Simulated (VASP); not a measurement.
A run of VASP 6.6.1 is set up as follows.

Contents of INCAR:

```
ALGO     = Normal         # electronic algorithm
EDIFF    = 1E-7           # SCF threshold, eV
EDIFFG   = -0.005         # ionic threshold
ENCUT    = 600            # plane-wave cutoff, eV
GGA      = PS             # functional
IBRION   = 2              # ionic algorithm
ISIF     = 3              # what is computed and relaxed
ISMEAR   = 1              # smearing method
LASPH    = True           # aspherical terms in the spheres
LCHARG   = False          # write CHGCAR
LREAL    = False          # projectors in reciprocal space
LWAVE    = False          # write WAVECAR
NELM     = 80             # most SCF steps
NSW      = 90             # ionic steps
PREC     = Accurate       # precision mode
PSTRESS  = 479.0        
SIGMA    = 0.1            # smearing width, eV
```

File KPOINTS:

```
k-points
0
Gamma
  18 18 10
```

Contents of POSCAR:

```
Be                                      
1.0
    2.0656970146      0.0000000000      0.0000000000
   -1.0328485073      1.7889460912     -0.0000000000
    0.0000000000      0.0000000000      3.2961368930
  Be            
     2
Direct
     0.3333333332999970    0.6666666667000030    0.2500000000000000
     0.6666666667000030    0.3333333332999970    0.7500000000000000
```

Potentials or basis: VASP PAW PBE potentials, release 64 (Be).

Run with:

```sh
$ cat potpaw_PBE.64/Be/POTCAR > POTCAR
$ mpirun -np 1 vasp_std > vasp.out
```

Question: Predict the band gap on the k mesh.

Answer: None (metal or under the smearing width).

Final structure:
```yaml
crystal:
  lattice:
    - [2.06570, 0.00000, 0.00000]
    - [-1.03285, 1.78895, 0.00000]
    - [0.00000, 0.00000, 3.29614]
  atoms:
    - { symbol: Be, position: [0.33333, 0.66667, 0.25000] }
    - { symbol: Be, position: [0.66667, 0.33333, 0.75000] }
```

Caveat: the relaxation stopped at its first step, so nothing moved; the cell is relaxed towards a set pressure, so the enthalpy falls and the energy may rise.
